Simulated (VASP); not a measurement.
A run of VASP 6.6.1 is set up as follows.

The input INCAR:

```
SYSTEM = TePt
  AGGAC = 0.0
  ALGO = Normal
  EDIFF = 1E-6
  EDIFFG = -0.01
  ENCUT = 600
  GGA = MK
  IBRION = 2
  ISIF = 3
  ISMEAR = 1
  KPAR = 2
  LASPH = .TRUE.
  LCHARG = .FALSE.
  LREAL = .FALSE.
  LUSE_VDW = .TRUE.
  LWAVE = .FALSE.
  NELM = 80
  NSW = 90
  PARAM1 = 0.1234
  PARAM2 = 0.711357
  PREC = Accurate
  SIGMA = 0.1
  ZAB_VDW = -1.8867
```

File KPOINTS:

```
k-points
0
G
  12 12 11
  0 0 0
```

File POSCAR:

```
TePt
1.0
    1.9815661262      1.1440577364      6.6610334788
   -1.9815661262      1.1440577364      6.6610334788
    0.0000000000     -2.2881154728      6.6610334788
Te Pt
2 2
Direct
    0.5980000000      0.5980000000      0.5980000000
    0.4020000000      0.4020000000      0.4020000000
    0.8703333333      0.8703333333      0.8703333333
    0.1296666667      0.1296666667      0.1296666667
```

Potentials or basis: VASP PAW PBE potentials, release 64 (Te, Pt).

The run is started by

```bash
$ cat potpaw_PBE.64/Te/POTCAR potpaw_PBE.64/Pt/POTCAR > POTCAR
$ mpirun -np 2 vasp_std > vasp.out
```

Task: What does it give for the space group after relaxing (to 0.05 Å)?

Result: R-3m (No. 166).

Task: What does it give for the relaxed cell?

Result: a = 7.098 Å, b = 7.098 Å, c = 7.098 Å, α = 32.66°, β = 32.66°, γ = 32.66°.

Step by step:
```
step  energy change (eV)  largest force (eV/Å)  pressure (GPa)  volume (Å³)
   1              0.0000                0.3985            3.24        90.60
   2              0.0516                0.5193           -5.17        96.75
   3             -0.0246                0.1178           -0.14        92.75
   4             -0.0246                0.1189           -0.10        92.71
   5             -0.0257                0.0415            0.02        92.61
   6             -0.0258                0.0039            0.05        92.56
   7             -0.0258                0.0016            0.04        92.56
   8             -0.0258                0.0093           -0.02        92.63
```

Caveat: the PAW data sets were made with another functional, which shifts forces and pressure a little. Zero-point motion and thermal expansion aren't in these numbers.
